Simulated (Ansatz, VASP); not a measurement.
**Two plane-wave programs on Mg**

File INCAR:

```
ALGO = Normal
EDIFF = 1E-7
ENCUT = 520
GGA = PE
ISIF = 2
ISMEAR = -1
LASPH = True
LCHARG = False
LREAL = False
LWAVE = False
NBANDS = 7
NELM = 80
PREC = Accurate
SIGMA = 0.05
```

File KPOINTS:

```
k-points
0
Gamma
  11 11 11
```

POSCAR

```
Mg
1.0
   -1.7883760000      1.8240100000      1.6922720000
    1.8243840000     -1.8250340000      1.7327570000
    1.7940440000      1.8307020000     -1.6933920000
Mg
1
Direct
    0.0016640000      0.0188180000      0.0106910000
```

input.yaml

```yaml
crystal:
  lattice:
    - [-1.788376, 1.82401, 1.692272]
    - [1.824384, -1.825034, 1.732757]
    - [1.794044, 1.830702, -1.693392]
  atoms:
    - { symbol: Mg, position: [0.001664, 0.018818, 0.010691] }
hamiltonian:
  xc: pbe
  pseudopotentials: { kind: paw }
kpoints:
  mp_grid: { grid: [11, 11, 11] }
scf:
  occupations: { method: fermi_dirac, width: 0.05 }
output:
  forces: true
  stress: true
  eigenvalues: true
  write_density: true
  write_potential: true
  elf: true
  volumetric_format: npy
```

Change from the starting cell: cell strained at random at fixed volume.

Alike in both runs: task single point; functional PBE; k mesh 11 × 11 × 11; occupations fermi-dirac, width 0.05 eV; no spin polarisation.

|  | VASP | Ansatz |
| --- | --- | --- |
| version | VASP 6.6.1 | Ansatz 0.2.0 |
| potentials or method | VASP PAW PBE potentials, release 64 (Mg) | Ansatz PAW |
| plane-wave cutoff (eV) | 520 | 420 |
| valence electrons in the cell | 2 | 10 |

|  | VASP | Ansatz | Ansatz less VASP |
| --- | --- | --- | --- |
| gap on the k mesh at the Fermi level (eV) | none | none | - |
| pressure (GPa) | 0.3 | 0.5 | +0.13 |
| largest component of the traceless stress (GPa) | 0.74 | 0.74 | -0.001 |

A gap of «none» marks a metal or a gap that the smearing closes. The functional is the same, so the differences come from potentials, cutoffs and numerics. The two sets of potentials don't hold the same shells in valence.
